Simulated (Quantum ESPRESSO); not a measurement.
HfN:

```
CELL_PARAMETERS angstrom
0.00000 2.45482 2.45482
2.45482 0.00000 2.45482
2.45482 2.45482 0.00000
ATOMIC_POSITIONS crystal
Hf 0.00000 0.00000 0.00000
N 0.25000 0.25000 0.25000
```

The cell comes from a database or a generator and needn't be the stable form of this composition.

| Item | Value |
| --- | --- |
| Program | Quantum ESPRESSO 7.5 |
| Task | Hubbard U by linear response |
| Functional | LDA |
| Potentials or basis | GBRV 1.5 LDA |
| Cutoff | 612 eV |
| Density cutoff | 4898 eV |
| k mesh | 8 × 8 × 8 |
| Occupations | cold, width 0.2 eV |
| Spin | no spin polarisation |
| Hubbard terms | Hf d U = 0.0001 eV |
| Start of the occupations | default |
| Hubbard projectors | ortho-atomic |
| Form of the LDA correlation | PZ81 |
| Mixing beta | 0.3 |
| Most SCF iterations | 120 |
| SCF threshold | 4e-10 Ry |
| q mesh | 2 × 2 × 2 |

**Question.** What Hubbard parameters does linear response give?

**Answer.** U = 2.94 eV on Hf 5d. The values belong to these projectors, potentials and this ground state, and don't carry over to other codes.

Hubbard U from linear response:
| site | manifold | U (eV) |
| --- | --- | --- |
| 1 | Hf-5d | 2.94 |
On the first site the bare response is -0.448 and the screened one -0.191 eV⁻¹.

Eigenvalues of the final occupation matrices:
```tsv
site	spin	trace	eigenvalues
Hf 1 5d	each	1.15	0.14 0.14 0.29 0.29 0.29
```

Caveat: U without spin polarisation on a metal has little footing.
